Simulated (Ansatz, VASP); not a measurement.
## LaS in two plane-wave programs

One calculation is typed for both programs; each brings its own data sets and cutoff. How far apart do they land?

Calculated with Ansatz 0.2.0; plane waves, with VASP 6.6.1 beside it; relaxation of cell and atoms at r2SCAN.

### Step 1. The structure

It takes space group Fm-3m (No. 225, cubic). The conventional cell has a = 5.854 Å, b = 5.854 Å, c = 5.854 Å, α = 90.00°, β = 90.00°, γ = 90.00°. Nearest to La lie 6 S at 2.93 Å. S has 6 La at 2.93 Å nearest. Farther neighbours and most contacts between anions are not listed.

### Step 2. Ansatz: relaxation of cell and atoms, r2SCAN

Ansatz runs on its default PAW (the set named soft_2) files.

The relaxed volume is the usual yardstick between codes: its relative difference is about their pressure difference at one cell divided by the bulk modulus.

The input, input.yaml:

```yaml
crystal:
  lattice:
    - [0.0, 2.927, 2.927]
    - [2.927, 0.0, 2.927]
    - [2.927, 2.927, 0.0]
  atoms:
    - { symbol: La, position: [0.0, 0.0, 0.0] }
    - { symbol: S, position: [0.5, 0.5, 0.5] }
hamiltonian:
  xc: r2scan
  pseudopotentials: { kind: paw }
kpoints:
  mp_grid: { grid: [8, 8, 8] }
scf:
  occupations: { method: fermi_dirac, width: 0.05 }
relax:
  f_tol: 0.01
  max_steps: 60
  cell: { stress_tol: 0.05 }
output:
  forces: true
  stress: true
  write_density: true
  write_potential: true
  elf: true
  volumetric_format: npy
```

On the command line:

```
ansatz run input.yaml --threads 4 --pin off --max-ram 9216MiB --backend cpu --events-out ev --progress --plain --runs-dir out
```

Numbers of over 12 decimals in the logs are rounded to 6 here.

The log of the run:

```text
Engine: ansatz 0.2.0, x86_64-unknown-linux-gnu
Pseudopotentials: kind: paw
Pseudopotential: La, paw, valence charge 11, recommended cutoff 500 eV (meta_gga), La.paw.azcp
Pseudopotential: S, paw, valence charge 6, recommended cutoff 500 eV (meta_gga), S.paw.azcp
Functional definition: r2SCAN
  parameter k0 = 0.174
  parameter k1 = 0.065
  parameter a1 = 4.9479
  exchange = r2scan_x(k0 = k0, k1 = k1, a1 = a1)
  correlation = r2scan_c
Crystal: 2 atoms, lattice volume = 50.153 Å³
Basis set: ecut = 500 eV, 1243 PW (Γ), exchange–correlation on 128×128×128 points (64 copies of the dense FFT grid, shifted against one another)
Bands: 13, of which v1, the nominal top of the filled ones, is band 9 counted from 1 (8 counted from 0)
Symmetry: 48 space group operations
Space group: Fm-3m (ITA 225), of the structure as read, at distance tolerance 3.7e-5 Å
k-points: 29 of 512
Non-local potential: La, projectors of the file, l = 0: 3, l = 1: 2, l = 2: 2, l = 3: 3
Non-local potential: S, projectors of the file, l = 0: 2, l = 1: 2, l = 2: 2
PAW form: soft (Blöchl's): semilocal exchange-correlation on the pseudo side does not see the compensation charge
PAW frozen core: La, regenerated for the run's functional (the file was generated under x = pbe(κ = 0.804, μ = 0.219515), c = pbe(β = 0.066725))
PAW frozen core: S, regenerated for the run's functional (the file was generated under x = pbe(κ = 0.804, μ = 0.219515), c = pbe(β = 0.066725))
PAW one-centre angular grid: La, 974 points (default); XC on 160 Gauss nodes
PAW one-centre angular grid: S, 302 points (default); XC on 160 Gauss nodes
Initial density: superposition of atomic densities (neutral atoms: chi_scale 0, normalization atom), corrected by the library's trained network
Initial wavefunctions: pseudopotential atomic-orbital guess
Functional: x = r2scan, c = r2scan; τ floored in thin density (d = 2e-4 eV/Å³)
SCF iter   1: F=—  HF=-7175.310147 eV  |F-HF|=—  |Δ(HF+E_count)|=         —  Δρ=8.63e-3  dr2=4.66e-2  dr2_τ=9.77e-3  ethr=1.77e-3  ⟨swp⟩=4.8  Hψ=1953  notcnv=0
preconditioner: auto → none  [insulator: Δε(μ)=0.233 eV  Ē_g=12.809 eV  σ=0.050 eV  W_gap=0.65  n_scr=14 (ndim 8)  ℏωp=20.3 eV  f_vac=0.000  D(μ)=1.24/eV (n_scr^D=8)  ε∞_Penn≈3.5]
SCF iter   2: F=—  HF=-7175.361265 eV  |F-HF|=—  |Δ(HF+E_count)|=   5.11e-2  Δρ=2.66e-3  dr2=2.59e-3  dr2_τ=8.00e-4  ethr=2.74e-4  ⟨swp⟩=3.0  Hψ=1089  notcnv=0  defer=1
SCF iter   3: F=—  HF=-7175.361115 eV  |F-HF|=—  |Δ(HF+E_count)|=   1.50e-4  Δρ=1.38e-3  dr2=5.46e-4  dr2_τ=3.26e-5  ethr=1.52e-5  ⟨swp⟩=2.0  Hψ=643  notcnv=0  defer=1
SCF iter   4: F=—  HF=-7175.361284 eV  |F-HF|=—  |Δ(HF+E_count)|=   1.68e-4  Δρ=5.35e-4  dr2=1.02e-4  dr2_τ=8.11e-6  ethr=3.21e-6  ⟨swp⟩=2.0  Hψ=537  notcnv=0  defer=1
SCF iter   5: F=—  HF=-7175.361281 eV  |F-HF|=—  |Δ(HF+E_count)|=   2.78e-6  Δρ=9.18e-5  dr2=4.98e-6  dr2_τ=1.25e-7  ethr=5.98e-7  ⟨swp⟩=2.2  Hψ=555  notcnv=0  defer=1
SCF iter   6: F=—  HF=-7175.361282 eV  |F-HF|=—  |Δ(HF+E_count)|=   6.91e-7  Δρ=1.51e-5  dr2=1.12e-7  dr2_τ=5.68e-9  ethr=2.93e-8  ⟨swp⟩=2.0  Hψ=523  notcnv=0  defer=1
SCF iter   7: F=-7175.361282 eV  HF=-7175.361282 eV  |F-HF|=3.72e-9  |Δ(HF+E_count)|=   3.19e-8  Δρ=3.84e-6  dr2=9.67e-9  dr2_τ=2.84e-10  ethr=5.88e-10  ⟨swp⟩=7.6  Hψ=2081  notcnv=0
SCF 1 converged in 7 iterations: F = -7175.361282 eV  dr2 = 9.67e-9
  greatest PAW one-centre occupation: 0.965 electrons in one spin orbital (limit 2), on the La atom at site 0 (counted from 0), in its partial waves of l = 0
relax step   1: F+E_penalty+E_count = -7175.36128165 eV  Δ(F+E_penalty+E_count) = +0.000e0 eV  max|allowed force component| = 2.120e-30 eV/Å  Δτ_max = 0.0000 Å  P = +1.599 GPa  Ω = 50.153 Å³  (7 SCF iters, dr2 threshold 1.00e-7 eV, accepted)
[...]
relax step   2: F+E_penalty+E_count = -7175.35737883 eV  Δ(F+E_penalty+E_count) = +3.903e-3 eV  max|allowed force component| = 7.100e-30 eV/Å  Δτ_max = 0.0000 Å  P = -1.964 GPa  Ω = 52.357 Å³  energy of the carried Pulay correction = -4.295e-4 eV  (6 SCF iters, dr2 threshold 2.00e-7 eV, rejected (line search))
[...]
relax step   3: F+E_penalty+E_count = -7175.36562312 eV  Δ(F+E_penalty+E_count) = -4.341e-3 eV  max|allowed force component| = 1.808e-30 eV/Å  Δτ_max = 0.0000 Å  P = -0.066 GPa  Ω = 51.119 Å³  energy of the carried Pulay correction = -1.920e-4 eV  (9 SCF iters, accepted)
[...]
relax step   4: F+E_penalty+E_count = -7175.36563905 eV  Δ(F+E_penalty+E_count) = -1.594e-5 eV  max|allowed force component| = 1.939e-30 eV/Å  Δτ_max = 0.0000 Å  P = -0.002 GPa  Ω = 51.080 Å³  energy of the carried Pulay correction = -1.844e-4 eV  (4 SCF iters, dr2 threshold 1.09e-8 eV, accepted)
[...]
relax step   5: F+E_penalty+E_count = -7175.36583228 eV  Δ(F+E_penalty+E_count) = -1.932e-4 eV  max|allowed force component| = 4.289e-30 eV/Å  Δτ_max = 0.0000 Å  P = -0.001 GPa  Ω = 51.080 Å³  stress off target by 1.43e-3 GPa  SCF on the basis re-selected at this cell (its energy is not comparable with the rows above)  (5 SCF iters)
basis re-selected at this cell: Δ(F+E_penalty+E_count) = -1.932e-4 eV, ΔP = +0.001 GPa vs the last step (what re-selecting the basis moved, of the pressure what is left beyond the Pulay correction that the steps carried, after the strain that the cell walked since its last selection, with what the two solves' SCF thresholds leave and, on support functions, any second-order correction that the steps lacked; it is no m [...]
SCF converged after 5 iterations
Free energy (F): -7175.365832 eV
Harris-Foulkes:  -7175.365832 eV  (|F-HF|=1.82e-12)
Internal energy: -7175.355412 eV  (E = F + TS)
E sigma→0 (E₀):  -7175.360622 eV
Entropy (-TS):   -0.010421 eV (-5.210 meV/atom)
Fermi energy:    11.743022 eV
--- Per-component energies (eV) ---
  E_band       = -33.374692
  E_kinetic    = 300.463173
  E_local      = -395.482225  (includes V_loc(G=0)·N_el)
  E_nonlocal   = 122.822022
  E_hartree    = 125.786013
  E_xc         = -225.315704
  E_vxc        = -256.405778  (∫ρ·V_xc dr)
  E_paw        = -6047.825610  (= ΣΔE_a)
  E_vpaw       = -68.705506  (= ΣTr[D̂ρ^β])
  E_aug_tail   = 0.000001  (compensation charges beyond the density's cutoff)
  E_vtau       = 12.361583  (kinetic-family band-sum trace: ∫τ·v_τ [+ j·A + Jᵃ·Aᵃ] dr)
  E_ewald      = -1055.761827
  E_core_change = -0.041254  (= ΣΔE_core)
  E_smearing   = -0.010421  (= −TS)
  E_closure    = 0.000000  (closes the sum)
  Σ components = -7175.365832   (vs F -7175.365832, Δ=0.00e0)
--- Forces (eV/Å), atoms counted from 1 ---
  atom   1  La    -0.00000000     0.00000000    -0.00000000
  atom   2  S      0.00000000    -0.00000000    -0.00000000
  max |Σ_I F_I| component: 7.20e-30 eV/Å
--- Stress (GPa, compression-positive) ---
       -0.001429      -0.000000      -0.000000
       -0.000000      -0.001429      -0.000000
       -0.000000      -0.000000      -0.001429
  P = ⅓ Tr σ = -0.0014 GPa (-0.014 kbar)
--- Band table (eV; the first three rows and the last of 29) ---
  k-point 0: bands = [... 5 lower, 8.0571, 8.0571, 8.0571, 11.9238, 11.9238, 11.9238, 12.9242, 12.9242]
  k-point 1: bands = [... 5 lower, 7.5808, 7.7616, 7.7616, 11.8793, 12.1498, 12.1498, 13.2606, 13.2606]
  k-point 2: bands = [... 5 lower, 6.6644, 7.1978, 7.1978, 12.0398, 12.7079, 12.7079, 13.5936, 13.5936]
  k-point 28: bands = [... 5 lower, 6.6203, 7.5584, 7.5584, 12.2289, 12.2289, 13.6211, 13.6211, 13.6704]
--- Relaxed structure (4 steps of the walk, 3 accepted, 1 SCFs on fresh bases) ---
  F+E_penalty+E_count = -7175.36583228 eV   max|allowed force component| = 4.289e-30 eV/Å   (the final SCF, on the basis selected at the relaxed cell)
  cell:  # Å, volume = 51.0797 Å³
    - [0.0, 2.944915, 2.944915]
    - [2.944915, 0, 2.944915]
    - [2.944915, 2.944915, 0]
  atoms:
    - { symbol: La, position: [0, 0, 0] }
    - { symbol: S, position: [0.5, 0.5, 0.5] }
```

Elapsed: 11 s, on 4 threads of Intel Xeon Platinum 8259CL at 2.50GHz (Skylake/Cascade Lake), shared host; peak memory 0.59 GiB.

### Step 3. VASP: relaxation of cell and atoms, r2SCAN

The same cell, functional, mesh and smearing now go to VASP, with its own data sets and cutoff.

Lines of VASP's logs that name or quote its potential files are left out, and so is its time.

The input, INCAR:

```
SYSTEM = LaS
PREC = Accurate
ENCUT = 520
EDIFF = 1E-06
NELM = 100
ISMEAR = -1
SIGMA = 0.05
LREAL = .FALSE.
ALGO = Normal
METAGGA = R2SCAN
LASPH = .TRUE.
NBANDS = 14
LORBIT = 11
LWAVE = .FALSE.
LCHARG = .FALSE.
KPAR = 2
IBRION = 2
NSW = 60
ISIF = 3
EDIFFG = -0.01
```

The input, POSCAR:

```
LaS
1.0
    0.0000000000      2.9270000000      2.9270000000
    2.9270000000      0.0000000000      2.9270000000
    2.9270000000      2.9270000000      0.0000000000
La S
1 1
Direct
    0.0000000000      0.0000000000      0.0000000000
    0.5000000000      0.5000000000      0.5000000000
```

The input, KPOINTS:

```
Automatic mesh
0
Gamma
8 8 8
0 0 0
```

PAW data sets: La and S (PBE family, release 64).

On the command line:

```
mpirun -np 2 vasp_std
```

The log of the run:

```text
[banner, memory and clock lines left out]
running    2 mpi-ranks, on    1 nodes
 distrk:  each k-point on    1 cores,    2 groups
 distr:  one band on    1 cores,    1 groups

 POSCAR found type information on POSCAR LaS
 POSCAR found :  2 types and       2 ions
|                                                                             |
|               ----> ADVICE to this user running VASP <----                  |
|                                                                             |
|     You enforced a specific xc type in the INCAR file but a different       |
|     [... a line on the potential file left out ...]
|     I HOPE YOU KNOW WHAT YOU ARE DOING!                                     |
|                                                                             |

 LDA part: xc-table for (None), standard interpolation
 POSCAR, INCAR and KPOINTS ok, starting setup
 FFT: planning ... GRIDC
 FFT: planning ... GRID_SOFT
 FFT: planning ... GRID
 WAVECAR not read
 entering main loop
       N       E                     dE             d eps       ncg     rms          rms(c)
DAV:   1     0.118361732635E+03    0.11836E+03   -0.62490E+03   820   0.160E+03
DAV:   2    -0.310151892650E+02   -0.14938E+03   -0.14167E+03  1116   0.242E+02
DAV:   3    -0.463073130335E+02   -0.15292E+02   -0.14854E+02  1274   0.115E+02
DAV:   4    -0.471728105663E+02   -0.86550E+00   -0.74883E+00  1412   0.220E+01
DAV:   5    -0.472222372206E+02   -0.49427E-01   -0.49260E-01  1250   0.422E+00    0.545E+00
DAV:   6    -0.426022299277E+02    0.46200E+01   -0.13138E+00  1296   0.901E+00    0.407E+00
DAV:   7    -0.426302055308E+02   -0.27976E-01   -0.56407E-01  1370   0.523E+00    0.164E+00
DAV:   8    -0.426276814877E+02    0.25240E-02   -0.14669E-01  1384   0.268E+00    0.973E-01
DAV:   9    -0.426310782336E+02   -0.33967E-02   -0.26019E-02  1458   0.120E+00    0.281E-01
DAV:  10    -0.426309551052E+02    0.12313E-03   -0.26318E-03  1432   0.497E-01    0.138E-01
DAV:  11    -0.426314450658E+02   -0.48996E-03   -0.10652E-03  1250   0.340E-01    0.264E-02
DAV:  12    -0.426314295401E+02    0.15526E-04   -0.22169E-04  1394   0.185E-01    0.448E-02
DAV:  13    -0.426314501895E+02   -0.20649E-04   -0.84596E-05  1206   0.777E-02    0.144E-02
DAV:  14    -0.426314541027E+02   -0.39132E-05   -0.21762E-05  1498   0.353E-02    0.902E-03
DAV:  15    -0.426314540728E+02    0.29865E-07   -0.39687E-06  1184   0.157E-02
   1 F= -.42631454E+02 E0= -.42626327E+02  d E =-.426315E+02
 curvature:   0.00 expect dE= 0.000E+00 dE for cont linesearch  0.000E+00
 trial: gam= 0.00000 g(F)=  0.300E-60 g(S)=  0.126E-01 ort = 0.000E+00 (trialstep = 0.100E+01)
 search vector abs. value=  0.126E-01
 bond charge predicted
       N       E                     dE             d eps       ncg     rms          rms(c)
DAV:   1    -0.426843031511E+02   -0.52849E-01   -0.21594E+00  1070   0.136E+01    0.158E+00
DAV:   2    -0.426411187793E+02    0.43184E-01   -0.20128E-01  1404   0.573E+00    0.662E-01
DAV:   3    -0.426317443307E+02    0.93744E-02   -0.45613E-02  1380   0.190E+00    0.265E-01
DAV:   4    -0.426317530357E+02   -0.87050E-05   -0.15586E-03  1272   0.405E-01    0.199E-01
DAV:   5    -0.426317451116E+02    0.79241E-05   -0.83826E-04  1490   0.199E-01    0.689E-02
DAV:   6    -0.426317401635E+02    0.49481E-05   -0.94283E-05  1442   0.889E-02    0.211E-02
DAV:   7    -0.426317480825E+02   -0.79190E-05   -0.41643E-05  1172   0.479E-02    0.209E-02
DAV:   8    -0.426317469717E+02    0.11108E-05   -0.39779E-06  1136   0.199E-02    0.182E-02
DAV:   9    -0.426317451620E+02    0.18097E-05   -0.96781E-06  1218   0.204E-02    0.281E-03
DAV:  10    -0.426317456372E+02   -0.47518E-06   -0.49337E-07   628   0.748E-03
   2 F= -.42631746E+02 E0= -.42626515E+02  d E =-.291564E-03
 trial-energy change:   -0.000292  1 .order   -0.000386   -0.012632    0.011860
 step:   0.5100(harm=  0.5158)  dis= 0.00000  next Energy=   -42.634663 (dE=-0.321E-02)
 bond charge predicted
       N       E                     dE             d eps       ncg     rms          rms(c)
DAV:   1    -0.426471732818E+02   -0.15428E-01   -0.51851E-01  1082   0.681E+00    0.782E-01
DAV:   2    -0.426372901113E+02    0.98832E-02   -0.38227E-02  1360   0.257E+00    0.337E-01
DAV:   3    -0.426345291208E+02    0.27610E-02   -0.13903E-02  1358   0.108E+00    0.169E-01
DAV:   4    -0.426345676093E+02   -0.38489E-04   -0.49114E-04  1424   0.202E-01    0.108E-01
DAV:   5    -0.426346173558E+02   -0.49746E-04   -0.22199E-04  1254   0.110E-01    0.421E-02
DAV:   6    -0.426346352134E+02   -0.17858E-04   -0.63809E-05  1470   0.510E-02    0.135E-02
DAV:   7    -0.426346368548E+02   -0.16414E-05   -0.55283E-06  1210   0.157E-02    0.153E-02
DAV:   8    -0.426346349446E+02    0.19102E-05   -0.14075E-06   982   0.127E-02    0.536E-03
DAV:   9    -0.426346349087E+02    0.35923E-07   -0.29905E-06   948   0.133E-02
   3 F= -.42634635E+02 E0= -.42629456E+02  d E =-.318084E-02
 curvature:  -0.26 expect dE=-0.243E-09 dE for cont linesearch -0.243E-09
 trial: gam= 0.00000 g(F)=  0.163E-58 g(S)=  0.943E-09 ort =-0.345E-05 (trialstep = 0.902E+00)
 search vector abs. value=  0.104E-08
 reached required accuracy - stopping structural energy minimisation
```

Parts of OUTCAR (step 3):

```text
ion  position               nearest neighbor table
   1  0.000  0.000  0.000-   2 2.93   2 2.93   2 2.93   2 2.93   2 2.93   2 2.93
   2  0.500  0.500  0.500-   1 2.93   1 2.93   1 2.93   1 2.93   1 2.93   1 2.93

  LATTYP: Found a face centered cubic cell.
 ALAT       =     5.8540000000

 Subroutine GETGRP returns: Found 48 space group operations
 (whereof 48 operations were pure point group operations)

The static configuration has the point symmetry O_h .

 Found     29 irreducible k-points:

   k-points           NKPTS =     29   k-points in BZ     NKDIM =     29   number of bands    NBANDS=     14

   dimension x,y,z NGX =    32 NGY =   32 NGZ =   32
   dimension x,y,z NGXF=    64 NGYF=   64 NGZF=   64

   ENCUT  =  520.0 eV  38.22 Ry    6.18 a.u.   7.70  7.70  7.70*2*pi/ulx,y,z

   NELECT =      17.0000    total number of electrons

 k-points in reciprocal lattice and weights: Automatic mesh
   0.00000000  0.00000000  0.00000000       0.002
   0.12500000  0.00000000  0.00000000       0.016
   0.25000000  0.00000000  0.00000000       0.016
   0.37500000  0.00000000  0.00000000       0.016
   0.50000000  0.00000000  0.00000000       0.008
   0.12500000  0.12500000  0.00000000       0.012
   0.25000000  0.12500000  0.00000000       0.047
   0.37500000  0.12500000  0.00000000       0.047
   0.50000000  0.12500000  0.00000000       0.047
[...]
-0.37500000  0.50000000  0.12500000       0.023
  -0.25000000  0.50000000  0.25000000       0.012

 average (electrostatic) potential at core
       1-101.3905       2 -86.5409

 E-fermi :   9.0093

 k-point     1 :       0.0000    0.0000    0.0000
  band No.  band energies     occupation
    ...
      4      -8.5669      2.00000
      5      -5.7620      2.00000
      6       5.3081      2.00000
      7       5.3081      2.00000
      8       5.3081      2.00000
      9       9.1837      0.05939
     10       9.1837      0.05939
     11       9.1837      0.05939
     12      10.1908      0.00000
     13      10.1908      0.00000
    ...

 k-point     2 :       0.1250    0.0000    0.0000
  band No.  band energies     occupation
    ...
      4      -8.5745      2.00000
      5      -5.4859      2.00000
      6       4.8308      2.00000
      7       5.0118      2.00000
      8       5.0118      2.00000
      9       9.1435      0.12788
     10       9.4128      0.00063
     11       9.4128      0.00063
     12      10.5447      0.00000
     13      10.5447      0.00000
    ...

 k-point     3 :       0.2500    0.0000    0.0000
  band No.  band energies     occupation
    ...
      4      -8.5926      2.00000
      5      -4.9283      2.00000
      6       3.9122      2.00000
      7       4.4468      2.00000
      8       4.4468      2.00000
      9       9.3100      0.00488
     10       9.9844      0.00000
     11       9.9844      0.00000
     12      10.9134      0.00000
     13      10.9134      0.00000
    ...

  Total       -0.0001141     -0.0001141     -0.0001141      0.0000000      0.0000000     -0.0000000
  in kB       -0.0035904     -0.0035904     -0.0035904      0.0000000      0.0000000     -0.0000000
  external PRESSURE =      -0.0035904 kB  Pullay stress =       0.0000000 kB

  energy-cutoff  :      520.00
  volume of cell :       50.93
      direct lattice vectors                 reciprocal lattice vectors
     0.000000000  2.942043687  2.942043687    -0.169949890  0.169949890  0.169949890
     2.942043687  0.000000000  2.942043687     0.169949890 -0.169949890  0.169949890
     2.942043687  2.942043687 -0.000000000     0.169949890  0.169949890 -0.169949890

 POSITION                                       TOTAL-FORCE (eV/Angst)
 -----------------------------------------------------------------------------------
      0.00000      0.00000      0.00000         0.000000      0.000000      0.000000
      2.94204      2.94204      2.94204        -0.000000     -0.000000     -0.000000
 -----------------------------------------------------------------------------------
    total drift:                                0.000000     -0.000000      0.000000

  FREE ENERGIE OF THE ION-ELECTRON SYSTEM (eV)
  ---------------------------------------------------
  free  energy   TOTEN  =       -42.6346349087 eV

  energy  without entropy=      -42.6242772373  energy(sigma->0) =      -42.62945607

 reached required accuracy - stopping structural energy minimisation

 total charge
# of ion       s       p       d       f       tot
--------------------------------------------------
    1        1.980   5.677   0.711   0.162   8.530
    2        1.311   2.468   0.000   0.000   3.778
--------------------------------------------------
tot          3.291   8.144   0.711   0.162  12.308

[... 3 further parts left out ...]
```

CONTCAR:

```
LaS
   1.00000000000000
     0.0000000000000000    2.9420436867838911    2.9420436867838911
     2.9420436867838911    0.0000000000000000    2.9420436867838911
     2.9420436867838911    2.9420436867838911   -0.0000000000000000
  La              S
     1     1
Direct
     0.0000000000000000    0.0000000000000000    0.0000000000000000
     0.5000000000000000    0.5000000000000000    0.5000000000000000
```

The run keeps the 48 symmetry operations of its start, so it cannot find a distortion of lower symmetry.

### Step 4. Differences

Known differences besides the potentials themselves: VASP keeps PBE cores, Ansatz makes them for the functional; both relaxations stop at a tolerance, which leaves soft axes loose, and VASP keeps its plane-wave basis; the cutoff is 500 eV in Ansatz and 520 eV in VASP; Ansatz adds a Pulay correction to the stress that steers its cell, VASP none. Total energies have different zeros and are not compared.

Compared:

```
                                         quantity  Ansatz   VASP  difference
                                      volume (Å³)   51.08  50.93     +0.29 %
edge a after relaxation, in the typed setting (Å)   4.165  4.161     +0.10 %
```

The walks stopped with 0.00 GPa left in Ansatz and 0.00 GPa in VASP; each walk ends within a tolerance, so the volume difference is uncertain by about these residues over the bulk modulus, most in soft cells.

### Step 5. Summary of results

* difference in volume (relaxation of cell and atoms, r2SCAN): 0.29 %

The difference in volume is 0.29 % (relaxation of cell and atoms, r2SCAN), within the 1.2 % picked in this series as the mark of a large difference, as far as the stopping tolerances let one tell. Such differences can come from data sets, numerical settings and the points named under the comparisons, not from the functional's error against experiment.

[Lines on the potential files, build, host, timing and source positions are cut from VASP's logs without a mark.]

[Logs are printed without paths, hosts, clocks, repeated set-up lines and the standing remarks that a program may print on its own settings, such as how far it seeks lower states.]

[Hosts, paths, dates, database ids (printed as entryN), source tags and the programs' standing remarks are cut or masked in the printed files.]
